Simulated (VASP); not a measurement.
Set up this calculation in VASP 6.6.1, as the native input.

| Quantity | Value |
| --- | --- |
| Task | relaxation of cell and atoms |
| Functional | PBE |
| Potentials or basis | VASP PAW PBE potentials, release 64 (Zr_sv) |
| Cutoff | 580 eV |
| k mesh | 10 × 10 × 10 |
| Occupations | fermi-dirac, width 0.05 eV |
| Spin | no spin polarisation |
| Further INCAR settings | ALGO = Normal; EDIFF = 1e-07; IBRION = 2; EDIFFG = -0.01; NSW = 40; ISIF = 3 |

The structure of Zr lies in POSCAR:

```
Zr
1.0
   -1.8100000000      1.8100000000      1.8100000000
    1.8100000000     -1.8100000000      1.8100000000
    1.8100000000      1.8100000000     -1.8100000000
Zr
1
Direct
    0.0000000000      0.0000000000      0.0000000000
```

This isn't the form of Zr at room conditions, which is hcp.

The input as run:

INCAR

```
ALGO = Normal
EDIFF = 1E-7
EDIFFG = -0.01
ENCUT = 580
GGA = PE
IBRION = 2
ISIF = 3
ISMEAR = -1
LASPH = T
LCHARG = F
LREAL = F
LWAVE = F
NELM = 80
NSW = 40
PREC = Accurate
SIGMA = 0.05
```

KPOINTS

```
k-points
0
Gamma
  10 10 10
```

Potentials or basis: VASP PAW PBE potentials, release 64 (Zr_sv).

The run is started by

```console
$ cat potpaw_PBE.64/Zr_sv/POTCAR > POTCAR
$ mpirun -np 1 vasp_std > vasp.out
```

It gave:

```yaml
Relaxed_volume: 22.74 Å³/atom
Relaxed_cell: a = 3.091 Å, b = 3.091 Å, c = 3.091 Å, α = 109.47°, β = 109.47°, γ = 109.47°
Space_group_after_relaxing_to_0.05_Å: Im-3m (No. 229)
Energy_gained_by_relaxing: 10.6 meV/atom
Ionic_steps: 3
Pressure_after_relaxing: 0.0 GPa
Band_gap_on_the_k_mesh: none (metal or under the smearing width)
```

Wall time 16 s on 1 thread of Intel(R) Xeon(R) 6975P-C (Granite Rapids), on a shared host, peak memory 0.17 GiB.
